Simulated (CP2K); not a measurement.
The system is TiO2.

```
Ti O
1.0
     4.59984    0.00000    0.00000
     0.00000    4.59984    0.00000
     0.00000    0.00000    2.95921
Ti O
2 4
Direct
  0.00000 0.00000 0.50000
  0.50000 0.50000 0.00000
  0.30432 0.30432 0.50000
  0.19568 0.80432 0.00000
  0.80432 0.19568 0.00000
  0.69568 0.69568 0.50000
```

The cell is a database's computed one.

Program: CP2K 2026.2. Alike in all runs: task band structure; no spin polarisation; cell as given; k mesh 6 × 6 × 9; smearing fermi-dirac 0.05 eV.

Task: Order these runs on this cell by their pressure, lowest first.
A. level PBEsol; potentials or basis POTENTIAL_UZH Ti GTH-PBE-q12, O GTH-PBE-q6; TZVP-MOLOPT-PBE-GTH basis; NGRIDS 5; bands added on the path 2
B. level RPBE; potentials or basis POTENTIAL_UZH Ti GTH-PBE-q12, O GTH-PBE-q6; TZVP-MOLOPT-PBE-GTH basis; NGRIDS 5; bands added on the path 4
C. level LDA; potentials or basis GTH_POTENTIALS Ti GTH-PADE-q12, O GTH-PADE-q6; TZVP-MOLOPT-PBE-GTH basis; NGRIDS 4; bands added on the path 2

Result: C (-8.6 GPa), A (-1.1 GPa), B (9.5 GPa).

Caveats: the basis of atomic orbitals isn't converged, which shifts pressures, moduli and gaps; the potentials were made for another functional, which shifts forces and pressure (some runs).

Runs at the PBE level aren't shown here.
